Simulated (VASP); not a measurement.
Here is a VASP 6.6.1 calculation.

The input INCAR:

```
PREC = Accurate
ENCUT = 520
EDIFF = 1E-6
ISMEAR = 0
SIGMA = 0.02
LREAL = F
LASPH = T
NELM = 100
ALGO = Fast
ISIF = 2
LWAVE = F
LCHARG = F
GGA = PE
NBANDS = 16
```

KPOINTS

```
Automatic mesh
0
Gamma
  8 8 8
```

Contents of POSCAR:

```
GaP
1.0
    0.0000000000      2.7524769778      2.7524769778
    2.7524769778      0.0000000000      2.7524769778
    2.7524769778      2.7524769778      0.0000000000
Ga P
1 1
Direct
    0.0000000000      0.0000000000      0.0000000000
    0.2500000000      0.2500000000      0.2500000000
```

Potentials or basis: VASP PAW PBE potentials, release 64 (Ga_d, P).

The run is started by

```console
$ cat potpaw_PBE.64/Ga_d/POTCAR potpaw_PBE.64/P/POTCAR > POTCAR
$ mpirun -np 1 vasp_std > vasp.out
```

Question: What does it give for the pressure?

Answer: 0.0 GPa.

Question: What does it give for the band gap on the k mesh?

Answer: 1.58 eV, direct.

A k mesh can miss the band edges.
